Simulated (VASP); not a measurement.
A VASP 6.6.1 single-point calculation on SrTiO$_{3}$

INCAR

```
PREC = Accurate
IBRION = -1
LCHARG = .FALSE.
NBANDS = 28
SIGMA = 0.02
ISIF = 2
GGA = PE
LASPH = .TRUE.
LREAL = .FALSE.
EDIFF = 1E-7
ENCUT = 520
NSW = 0
NELM = 120
LWAVE = .FALSE.
ISMEAR = -1
NELECT = 40.5
```

KPOINTS

```
KPOINTS created by Atomic Simulation Environment
0
Gamma
6 6 6
0 0 0
```

POSCAR

```
Sr Ti O
 1.0000000000000000
     3.9068515015636387    0.0000000000000000    0.0000000000000000
     0.0000000000000000    3.9068515015636387    0.0000000000000000
     0.0000000000000000    0.0000000000000000    3.9068515015636387
 Sr  Ti  O
   1   1   3
Cartesian
  0.0000000000000000 -0.0000000000000000  0.0000000000000000
  1.9534257507818193  1.9534257507818193  1.9534257507818193
  1.9534257507818193  1.9534257507818193 -0.0000000000000000
  1.9534257507818193  0.0000000000000000  1.9534257507818193
  0.0000000000000000  1.9534257507818193  1.9534257507818193
```

The recommended PBE PAW datasets give the neutral cell 40 valence electrons.

Command

```
mpirun -np 1 vasp_std
```

Problem. Predict the outcome of this run.

Solution. It converged. Results: pressure 19.1 GPa.

OSZICAR

```
N       E                     dE             d eps       ncg     rms          rms(c)
DAV:   1     0.448656180136E+03    0.44866E+03   -0.21866E+04  1120   0.160E+03
DAV:   2     0.440644256772E+01   -0.44425E+03   -0.42256E+03  1252   0.446E+02
DAV:   3    -0.431621572915E+02   -0.47569E+02   -0.47053E+02  1488   0.141E+02
DAV:   4    -0.456864171621E+02   -0.25243E+01   -0.25152E+01  1704   0.276E+01
DAV:   5    -0.457578971684E+02   -0.71480E-01   -0.71420E-01  1528   0.397E+00    0.264E+01
DAV:   6    -0.367528294587E+02    0.90051E+01   -0.50796E+01  1588   0.601E+01    0.152E+01
DAV:   7    -0.367115937150E+02    0.41236E-01   -0.61985E+00  1408   0.207E+01    0.116E+01
DAV:   8    -0.367036208739E+02    0.79728E-02   -0.88017E-01  1400   0.899E+00    0.175E+00
DAV:   9    -0.366883210914E+02    0.15300E-01   -0.14570E-01  1512   0.361E+00    0.915E-01
DAV:  10    -0.366845766598E+02    0.37444E-02   -0.60097E-02  1428   0.207E+00    0.334E-01
DAV:  11    -0.366837133367E+02    0.86332E-03   -0.60881E-03  1368   0.540E-01    0.167E-01
DAV:  12    -0.366834931700E+02    0.22017E-03   -0.84460E-04  1472   0.274E-01    0.870E-02
DAV:  13    -0.366835240007E+02   -0.30831E-04   -0.64626E-04  1544   0.184E-01    0.645E-02
DAV:  14    -0.366834968906E+02    0.27110E-04   -0.13487E-04  1412   0.875E-02    0.139E-02
DAV:  15    -0.366834991770E+02   -0.22864E-05   -0.18264E-05  1440   0.258E-02    0.640E-03
DAV:  16    -0.366834988564E+02    0.32059E-06   -0.54586E-06  1276   0.145E-02    0.485E-03
DAV:  17    -0.366834986791E+02    0.17730E-06   -0.64282E-07  1256   0.534E-03    0.104E-03
DAV:  18    -0.366834986860E+02   -0.69035E-08   -0.27297E-08   768   0.124E-03
   1 F= -.36683499E+02 E0= -.36681280E+02  d E =-.443712E-02
```

The cell is charged and sits in a uniform background.

For comparison, a separate PBE run of the intended cell, on usual settings and not on those above, gives a gap of 1.85 eV on its mesh and a pressure of 4.7 GPa.
